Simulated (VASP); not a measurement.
# Rh (Fm-3m) in VASP: a series of runs

Runs on Rh. Level: PBEsol. Tasks: relaxation of the atoms.

All numbers are computed with VASP 6.6.1; they aren't measurements. Logs are shortened: lines on timing, memory, paths and dates and some standing lists are left out, and cuts for length are marked.

## (1) The undisturbed crystal

Symmetry: Fm-3m, No. 225, cubic system. The conventional cell has a = 3.796 Å, b = 3.796 Å, c = 3.796 Å, α = 90.00°, β = 90.00°, γ = 90.00°. Rh (site symmetry m-3m) is surrounded by 12 Rh at 2.68 Å.

## (2) Relaxation of the atoms, PBEsol (a relaxed cell with its volume scaled by 0.94)

Contents of INCAR:

```
SYSTEM = Rh
  PREC = Accurate
  ENCUT = 600
  EDIFF = 1E-7
  ISMEAR = 1
  SIGMA = 0.1
  LREAL = .False.
  LASPH = .True.
  NELM = 80
  ALGO = Fast
  ISIF = 2
  LWAVE = .False.
  LCHARG = .False.
  GGA = PS
  IBRION = 2
  NSW = 40
  EDIFFG = -0.01
```

Contents of KPOINTS:

```
regular mesh
0
Gamma
  16 16 16
  0 0 0
```

Contents of POSCAR:

```
Rh                                      
1.0
    0.0000000000      1.8511373085      1.8511373085
    1.8511373085      0.0000000000      1.8511373085
    1.8511373085      1.8511373085      0.0000000000
  Rh            
     1
Direct
     0.0000000000000000    0.0000000000000000    0.0000000000000000
```

Potentials or basis: VASP PAW PBE potentials, release 64 (Rh_pv).

Run with:

```
cat potpaw_PBE.64/Rh_pv/POTCAR > POTCAR
mpirun -np 1 vasp_std > vasp.out
```

OUTCAR:

```text
SYSTEM = Rh
   PREC = Accurate
   ENCUT = 600
   EDIFF = 1E-7
   ISMEAR = 1
   LREAL = .False.
   LASPH = .True.
   NELM = 80
   ISIF = 2
   GGA = PS
   IBRION = 2
   NSW = 40
   EDIFFG = -0.01

 ion  position               nearest neighbor table
   1  0.000  0.000  0.000-

  LATTYP: Found a face centered cubic cell.
 ALAT       =     3.7022746170

  Lattice vectors:

 A1 = (   0.0000000000,   1.8511373085,   1.8511373085)
 A2 = (   1.8511373085,   0.0000000000,   1.8511373085)
 A3 = (   1.8511373085,   1.8511373085,   0.0000000000)

Analysis of symmetry for initial positions (statically):
=====================================================================
 Subroutine PRICEL returns:
 Original cell was already a primitive cell.

 Routine SETGRP: Setting up the symmetry group for a
 face centered cubic supercell.

 Subroutine GETGRP returns: Found 48 space group operations
 (whereof 48 operations were pure point group operations)
 out of a pool of 48 trial point group operations.

The static configuration has the point symmetry O_h .

Analysis of symmetry for dynamics (positions and initial velocities):
=====================================================================
 Subroutine PRICEL returns:
 Original cell was already a primitive cell.

 Routine SETGRP: Setting up the symmetry group for a
 face centered cubic supercell.

 Subroutine GETGRP returns: Found 48 space group operations
 (whereof 48 operations were pure point group operations)
 out of a pool of 48 trial point group operations.

The dynamic configuration has the point symmetry O_h .

 Subroutine INISYM returns: Found 48 space group operations
 (whereof 48 operations are pure point group operations),
 and found     1 'primitive' translations

----------------------------------------------------------------------------------------

                                     Primitive cell

  volume of cell :      12.6866

  direct lattice vectors                    reciprocal lattice vectors
     0.000000000  1.851137309  1.851137309    -0.270104221  0.270104221  0.270104221
     1.851137309  0.000000000  1.851137309     0.270104221 -0.270104221  0.270104221
     1.851137309  1.851137309  0.000000000     0.270104221  0.270104221 -0.270104221

  length of vectors
     2.617903487  2.617903487  2.617903487     0.467834233  0.467834233  0.467834233

  position of ions in fractional coordinates (direct lattice)
     0.000000000  0.000000000  0.000000000

[... 85 lines left out ...]
   PSTRESS=    0.0 pullay stress
   NELECT =      15.0000    total number of electrons
   NUPDOWN=      -1.0000    fix difference up-down
   EMIN   =  10.00;   EMAX   =-10.00  energy-range for DOS
   EFERMI =   0.00;   METHOD = LEGACY
   ISMEAR =     1;   SIGMA  =   0.10  broadening in eV -4-tet -1-fermi 0-gaus
   EFERMI_NEDOS =   21; number of points for ismear=-14 and -15
   IALGO  =     68    algorithm
   IMIX   =      4    mixing-type and parameters
     AMIX     =   0.40;   BMIX     =  1.00
     AMIX_MAG =   1.60;   BMIX_MAG =  1.00
  volume/ion in A,a.u.               =      12.69        85.61
  Fermi-wavevector in a.u.,A,eV,Ry     =   1.731104  3.271313 40.772889  2.996723
  Thomas-Fermi vector in A             =   2.805534
   LORBIT       =      0    0 simple, 1 ext, 2 COOP (PROOUT), +10 PAW based schemes
   GGA     = PS    functional components
   LHFCALC =     F    Hartree Fock is set to
   AEXX    =    0.0000 exact exchange contribution
   IVDW    =     0    specifies the selected vdW correction
   LEPSILON=     F    determine dielectric tensor
   LRPA    =     F    only Hartree local field effects (RPA)
 conjugate gradient relaxation of ions
 non-spin polarized calculation
 RMM-DIIS sequential band-by-band and
 Methfessel and Paxton  Order N= 1 SIGMA  =   0.10
  energy-cutoff  :      600.00
  volume of cell :       12.69
 maximum number of plane-waves:       444
 NGX is ok and might be reduce to    24
   NGX = 11   NGY = 11   NGZ = 11

 number of electron      14.9999998 magnetization

 Free energy of the ion-electron system (eV)
  ---------------------------------------------------
  ext. energy  EPLUGINS =         0.00000000
  ---------------------------------------------------
  free energy    TOTEN  =        -8.08488316 eV

  energy without entropy =       -8.08451665  energy(sigma->0) =       -8.08476099

 E-fermi :  13.2800     XC(G=0): -14.7418

 val. band max:       13.2768557389   @ k =   0.4375   0.0000   0.0000
 cond. band min:      13.2822915541   @ k =  -0.3750   0.2500   0.0000
 fundamental gap:      0.0054358152
 Fermi energy:        13.2800033231

 k-point     1 :       0.0000    0.0000    0.0000
  band No.  band energies     occupation
      1     -33.1765      2.00000
      2     -33.1765      2.00000
      3     -33.1765      2.00000
      4       4.6349      2.00000
      5       9.7909      2.00000
      6       9.7909      2.00000
      7       9.7909      2.00000
      8      12.1880      2.00000
      9      12.1880      2.00000
     10      29.1327      0.00000
     11      35.0523      0.00000
[... 309 lines left out ...]
 k-point    24 :      -0.0625    0.0625    0.0000
  band No.  band energies     occupation
      1     -33.2692      2.00000
      2     -33.2042      2.00000
      3     -33.1835      2.00000
      4       5.0810      2.00000
      5       9.5594      2.00000
      6       9.9546      2.00000
      7      10.0101      2.00000
      8      11.9675      2.00000
      9      12.2136      2.00000
     10      29.8189      0.00000
     11      33.3386      0.00000

 [... further k-points ...]

------------------------ aborting loop because EDIFF is reached ----------------------------------------

  FORCE on cell =-STRESS in cart. coord.  units (eV):
  Direction    XX          YY          ZZ          XY          YZ          ZX
  --------------------------------------------------------------------------------------
  -------------------------------------------------------------------------------------
  Total        1.6921662      1.6921662      1.6921662      0.0000000      0.0000000      0.0000000
  in kB      213.7015604    213.7015604    213.7015604      0.0000000      0.0000000      0.0000000
  external PRESSURE =     213.7015604 kB  Pullay stress =       0.0000000 kB

 VOLUME and BASIS-vectors are now :
 -----------------------------------------------------------------------------
  energy-cutoff  :      600.00
  volume of cell :       12.69
      direct lattice vectors                 reciprocal lattice vectors
     0.000000000  1.851137309  1.851137309    -0.270104221  0.270104221  0.270104221
     1.851137309  0.000000000  1.851137309     0.270104221 -0.270104221  0.270104221
     1.851137309  1.851137309  0.000000000     0.270104221  0.270104221 -0.270104221

 POSITION                                       TOTAL-FORCE (eV/Angst)
 -----------------------------------------------------------------------------------
      0.00000      0.00000      0.00000        -0.000000      0.000000      0.000000
 -----------------------------------------------------------------------------------
    total drift:                               -0.000000      0.000000     -0.000000

  FREE ENERGIE OF THE ION-ELECTRON SYSTEM (eV)
  ---------------------------------------------------
  free  energy   TOTEN  =        -8.0848831604 eV

  energy  without entropy=       -8.0845166468  energy(sigma->0) =       -8.08476099

 reached required accuracy - stopping structural energy minimisation
```

CONTCAR:

```text
Rh
   1.00000000000000
     0.0000000000000000    1.8511373085000000    1.8511373085000000
     1.8511373085000000    0.0000000000000000    1.8511373085000000
     1.8511373085000000    1.8511373085000000    0.0000000000000000
  Rh
     1
Direct
     0.0000000000000000    0.0000000000000000    0.0000000000000000

  0.00000000E+00  0.00000000E+00  0.00000000E+00
```

Run time: 12 s. Hardware: 1 thread of Intel Xeon 6975P-C (Granite Rapids), shared host; peak memory 0.15 GiB.

What came out:

```
Free energy             : -8.0849 eV
Pressure after relaxing : 21.4 GPa
Band gap on the k mesh  : none (metal or under the smearing width)
```

Final structure:
```xyz
1
Lattice="0.0000 1.8511 1.8511 1.8511 0.0000 1.8511 1.8511 1.8511 0.0000" Properties=species:S:1:pos:R:3 pbc="T T T"
Rh    0.0000    0.0000    0.0000
```

Caveat: the relaxation stopped at its first step, so nothing moved; the PAW data sets were made with another functional, which shifts forces and pressure a little.

## (3) Relaxation of the atoms, PBEsol (a relaxed cell with its volume scaled by 0.96)

INCAR is that of step 2.

KPOINTS is that of step 2.

Contents of POSCAR:

```
Rh                                      
1.0
    0.0000000000      1.8641739162      1.8641739162
    1.8641739162      0.0000000000      1.8641739162
    1.8641739162      1.8641739162      0.0000000000
  Rh            
     1
Direct
     0.0000000000000000    0.0000000000000000    0.0000000000000000
```

Potentials or basis: VASP PAW PBE potentials, release 64 (Rh_pv).

Run with:

```
cat potpaw_PBE.64/Rh_pv/POTCAR > POTCAR
mpirun -np 1 vasp_std > vasp.out
```

Wall time 9.9 s (1 thread of Intel Xeon 6975P-C (Granite Rapids), shared host); peak memory 0.15 GiB.

It converged, with:

- Free energy: -8.1145 eV
- Pressure after relaxing: 13.4 GPa
- Band gap on the k mesh: none (metal or under the smearing width)

Final structure:
```cif
data_structure
_symmetry_space_group_name_H-M 'P 1'
_symmetry_Int_Tables_number 1
_cell_length_a 2.6363
_cell_length_b 2.6363
_cell_length_c 2.6363
_cell_angle_alpha 60.000
_cell_angle_beta 60.000
_cell_angle_gamma 60.000
_cell_volume 12.96
loop_
_atom_site_label
_atom_site_type_symbol
_atom_site_fract_x
_atom_site_fract_y
_atom_site_fract_z
_atom_site_occupancy
Rh1 Rh 0.00000 0.00000 0.00000 1
```

Levels at points of the mesh, in eV from the Fermi level:
```tsv
k point	band 3	band 4	band 5	band 6	band 7	band 8	band 9	band 10	band 11
(0.00, 0.00, 0.00)	-46.42	-8.49	-3.38	-3.38	-3.38	-1.06	-1.06	15.88	21.68
(0.50, 0.00, 0.00)	-46.54	-6.67	-3.46	-3.46	0.61	0.66	0.66	9.24	15.41
(0.50, 0.50, 0.00)	-46.75	-6.92	-6.52	0.64	1.12	1.12	3.28	13.57	13.60
```

Caveat: the relaxation stopped at its first step, so nothing moved; the PAW data sets were made with another functional, which shifts forces and pressure a little.

## (4) Relaxation of the atoms, PBEsol (a relaxed cell with its volume scaled by 0.98)

INCAR is that of step 3.

KPOINTS is that of step 3.

Contents of POSCAR:

```
Rh                                      
1.0
    0.0000000000      1.8770306943      1.8770306943
    1.8770306943      0.0000000000      1.8770306943
    1.8770306943      1.8770306943      0.0000000000
  Rh            
     1
Direct
     0.0000000000000000    0.0000000000000000    0.0000000000000000
```

Run with:

```
cat potpaw_PBE.64/Rh_pv/POTCAR > POTCAR
mpirun -np 1 vasp_std > vasp.out
```

Wall time 9.9 s (1 thread of Intel Xeon 6975P-C (Granite Rapids), shared host); peak memory 0.16 GiB.

Results (log left out):

```yaml
Free_energy: -8.1314 eV
Pressure_after_relaxing: 6.3 GPa
Band_gap_on_the_k_mesh: none (metal or under the smearing width)
```

Final structure:
```
Rh
1.0
     0.00000    1.87703    1.87703
     1.87703    0.00000    1.87703
     1.87703    1.87703    0.00000
Rh
1
Direct
  0.00000 0.00000 0.00000
```

Levels at points of the mesh, in eV from the Fermi level:
| k point | band 5 | band 6 | band 7 | band 8 | band 9 | band 10 |
| --- | --- | --- | --- | --- | --- | --- |
| (0.00, 0.00, 0.00) | -3.27 | -3.27 | -3.27 | -1.03 | -1.03 | 15.91 |
| (0.50, 0.00, 0.00) | -3.35 | -3.35 | 0.62 | 0.64 | 0.64 | 9.01 |
| (0.50, 0.50, 0.00) | -6.32 | 0.62 | 1.08 | 1.08 | 3.24 | 12.75 |

Caveat: the relaxation stopped at its first step, so nothing moved; the PAW data sets were made with another functional, which shifts forces and pressure a little.

## (5) Summary

```tsv
cell	gap on the mesh (eV)	pressure (GPa)
atoms relaxed from: a relaxed cell with its volume scaled by 0.94	none	21.4
atoms relaxed from: a relaxed cell with its volume scaled by 0.96	none	13.4
atoms relaxed from: a relaxed cell with its volume scaled by 0.98	none	6.3
```

Alike in all rows: task relaxation of the atoms; level PBEsol; potentials or basis VASP PAW PBE potentials, release 64 (Rh_pv); no spin polarisation; k mesh 16 × 16 × 16; cutoff (eV) 600; smearing methfessel-paxton 0.1 eV.

Caveats: the relaxation stopped at its first step, so nothing moved; the PAW data sets were made with another functional, which shifts forces and pressure a little.

Absolute energies hang on the potentials; compare differences alone.
